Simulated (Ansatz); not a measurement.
Runs of Ansatz 0.2.0 on MgB2. Symmetry: P6/mmm, No. 191, hexagonal system. Conventional cell: a = 3.085 Å, b = 3.085 Å, c = 3.523 Å, α = 90.00°, β = 90.00°, γ = 120.00°. Around Mg (site symmetry 6/mmm) lie 12 B at 2.51 Å. B (site symmetry -6m2) has 3 B at 1.78 Å as nearest neighbours. 

```csv
task,level,potentials or basis,cell,k mesh,cutoff (eV),points for each segment of the path,mesh quality,gap on the mesh (eV),pressure (GPa),V0 of scaled cells (Å³/atom),relaxed volume (Å³/atom),B0 (GPa)
relaxation of cell and atoms,r2SCAN+D3(BJ),Ansatz PAW,relaxed,10 × 10 × 8,500,-,not flagged,-,0.0,-,9.39,-
band structure,PBE,Ansatz PAW,as given,10 × 10 × 8,420,14,not flagged,none,-0.9,-,-,-
single point,PBE,Ansatz PAW,as given,3 × 3 × 3,420,-,coarse,none,(a),-,-,-
equation of state,PBEsol+D3(BJ),Ansatz PAW,as given,10 × 10 × 8,420,-,not flagged,-,-,(b),-,162
relaxation of cell and atoms,rPW86-PBE+rVV10,Ansatz PAW,relaxed,10 × 10 × 8,420,-,not flagged,-,0.0,-,9.59,-
equation of state,PBE,PseudoDojo stringent,as given,10 × 10 × 8,1143,-,not flagged,-,-,9.62,-,152
density of states,LDA,Ansatz PAW,as given,10 × 10 × 8,420,-,not flagged,none,-7.5,-,-,-
equation of state,revPBE,Ansatz PAW,as given,10 × 10 × 8,420,-,not flagged,-,-,9.79,-,147
```

Alike in all rows: no spin polarisation; smearing fermi-dirac 0.05 eV.

Task: Estimate the missing entries.

Result: (a) -1.9; (b) 9.24.

Caveats: some runs use coarse meshes; the PAW data sets come from PBE, with cores solved anew for the run's functional, which leaves a small shift of forces and pressure (some runs); the cell was scaled at fixed shape and fractional positions, which overstates the stiffness of a crystal with free parameters, most of all of layers and chains (some runs); the plane-wave basis is chosen anew once the cell has moved, so the energies of steps on either side of that aren't comparable (some runs); the dispersion damping was fitted for another functional or another form of the correction (some runs); the potentials were made for another functional, which shifts forces and pressure (some runs).

A gap of «none» marks a metal or a gap under the smearing width.
